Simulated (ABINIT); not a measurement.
Runs of ABINIT 10.8.3 (patched build) on Cl. Symmetry: Cmce, No. 64, orthorhombic system. Conventional cell: a = 6.290 Å, b = 4.500 Å, c = 8.210 Å, α = 90.00°, β = 90.00°, γ = 90.00°. Cl (site symmetry m) is surrounded by 1 Cl at 2.02 Å. 

```tsv
task	level	potentials or basis	k mesh	cutoff (eV)	smearing	stop of the response cycle (tolvrs)	acoustic sum rule (asr)	scissor shift (eV)	valence bands	conduction bands	other keys	mesh quality	gap on the mesh (eV)	pressure (GPa)	largest force (eV/Å)
dielectric tensor	PBEsol	PseudoDojo NC SR PBEsol v0.4.1 standard	4 × 4 × 2	680	fixed	1e-10	2	-	-	-	-	coarse	-	-1.1	0.19
optical spectrum by the Bethe-Salpeter equation	PW91	PseudoDojo NC SR PBE v0.4.1 standard	4 × 4 × 2, shifted	599	fixed	-	-	0.5	6	4	-	coarse	-	0.3	0.12
single point	PBEsol	PseudoDojo NC SR PBEsol v0.4.1 standard	5 × 5 × 3	680	fermi-dirac 0.05 eV	-	-	-	-	-	-	not flagged	2.41	-1.0	0.19
optical spectrum by the Bethe-Salpeter equation	PBEsol	PseudoDojo NC SR PBEsol v0.4.1 standard	4 × 4 × 2, shifted	680	fixed	-	-	0.8	6	4	-	coarse	-	-1.1	0.19
single point	LDA	PseudoDojo NC SR LDA v0.4.1 standard	5 × 5 × 3	599	fermi-dirac 0.05 eV	-	-	-	-	-	-	not flagged	2.32	(a)	(b)
effective masses	PBEsol	PseudoDojo NC SR PBEsol v0.4.1 standard	5 × 5 × 3	680	fixed	-	-	-	-	-	-	not flagged	-	-1.0	0.19
single point	PW91	PseudoDojo NC SR PBE v0.4.1 standard	5 × 5 × 3	599	fermi-dirac 0.05 eV	-	-	-	-	-	-	not flagged	2.47	0.3	0.12
effective masses	PBE	PseudoDojo NC SR PBE v0.5 standard	4 × 4 × 2	789	fixed	-	-	-	-	-	k = 4 × 4 × 2	coarse	-	0.6	0.09
```

Alike in all rows: no spin polarisation; cell as given.

Task: Fill in the values left out.

Result: (a) -2.9; (b) 0.20.

Caveats: some runs use coarse meshes; the cutoff is short for stress, so the pressure is rough (some runs); an odd mesh through Γ misses points on the zone boundary, where band edges often lie (some runs); spectra need much finer meshes, so this one isn't converged (some runs); the scissor shift was typed, not computed (some runs); this build's PW91 may differ from other programs' (some runs); the potentials were made for another functional, which shifts forces and pressure (some runs); the masses are taken at a mesh point that needn't be the band's extremum (some runs).
